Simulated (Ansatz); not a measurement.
**Nb: equilibrium volume by level of theory**

Symmetry: Pm-3m, No. 221, cubic system. The conventional cell has a = 2.720 Å, b = 2.720 Å, c = 2.720 Å, α = 90.00°, β = 90.00°, γ = 90.00°. Nb (site symmetry m-3m) is surrounded by 6 Nb at 2.72 Å.

This isn't the form of Nb at room conditions, which is bcc.

```tsv
rung	level	program and potentials	cutoff (eV)	k mesh	smearing	task	spin	core time	chip	equilibrium volume (Å³/atom)	notes
GGA	PBE	Ansatz, Ansatz PAW (earlier soft set)	420	10 × 10 × 10	fermi-dirac 0.05	equation of state	off	4.8 s	Intel Xeon	20.20	-
LDA	LDA	Ansatz, Ansatz PAW	420	7 × 7 × 7	fermi-dirac 0.05	relaxation of cell and atoms	SOC, no magnetisation	10 s	Arm Neoverse V1	18.93	potentials made for PBE, which Ansatz adapts in part
hybrid	PBE0	Ansatz, Ansatz PAW	420	5 × 5 × 5	fermi-dirac 0.05	relaxation of cell and atoms	off	26 s	AMD EPYC 7R13 Zen 3	20.42	coarse mesh; potentials made for PBE, which Ansatz adapts in part
hybrid	HSE03	Ansatz, Ansatz PAW	420	5 × 5 × 5	fermi-dirac 0.05	relaxation of cell and atoms	off	31 s	AMD EPYC 7R13 Zen 3	20.89	coarse mesh; potentials made for PBE, which Ansatz adapts in part
hybrid	HSE06	Ansatz, Ansatz PAW	420	5 × 5 × 5	fermi-dirac 0.05	relaxation of cell and atoms	off	32 s	AMD EPYC 7R13 Zen 3	20.93	coarse mesh; potentials made for PBE, which Ansatz adapts in part
Hartree-Fock	HF	Ansatz, Ansatz PAW	420	5 × 5 × 5	fermi-dirac 0.05	relaxation of cell and atoms	off	37 s	AMD EPYC 7R13 Zen 3	22.73	coarse mesh; potentials made for PBE, which Ansatz adapts in part
hybrid	HSEsol	Ansatz, Ansatz PAW	420	5 × 5 × 5	fermi-dirac 0.05	relaxation of cell and atoms	off	37 s	AMD EPYC 7R13 Zen 3	20.40	coarse mesh; potentials made for PBE, which Ansatz adapts in part
```

Times are single runs on shared hosts and different chips, so they are rough; meshes, cutoffs and the tasks' sizes weigh on the time. Smearing widths are in eV. For a metal such meshes aren't converged. Meshes differ between rows, which moves values too. Meshes are those of the run's cell of 1 atom unless a note names another. Relaxations start from the cell shown or near it and stop with a little pressure left. Runs on faulty files, with rough fits or with known faults for this quantity aren't shown.

By rung: LDA 18.93; GGA 20.20; hybrid on coarse meshes 20.40 to 20.93; Hartree-Fock on coarse meshes 22.73 (Å³/atom).

The equilibrium volume of simple cubic Nb is smallest in LDA, at 18.93 Å³/atom, and largest in Hartree-Fock, at 22.73 Å³/atom, with PBE and the hybrids in between. Cohesion in Nb comes mainly from a partly filled 4d band, whose occupied states are largely bonding and pull the atoms together against the repulsion of the cores. The spread probably reflects how exchange and correlation act on this band, since LDA tends to overbind and Hartree-Fock lacks correlation and its screening, though spin-orbit coupling, present only in the LDA run, may also contribute.

The wide gap between LDA and Hartree-Fock is the clearest result. The hybrids all lie above PBE, but by too little to establish that a share of exact exchange expands this metal, and the difference between PBE0 and HSE06 is no reliable measure of the effect of screening the exchange. Volumes alone also don't show how far this open structure lies in energy above bcc, or whether it resists shear.
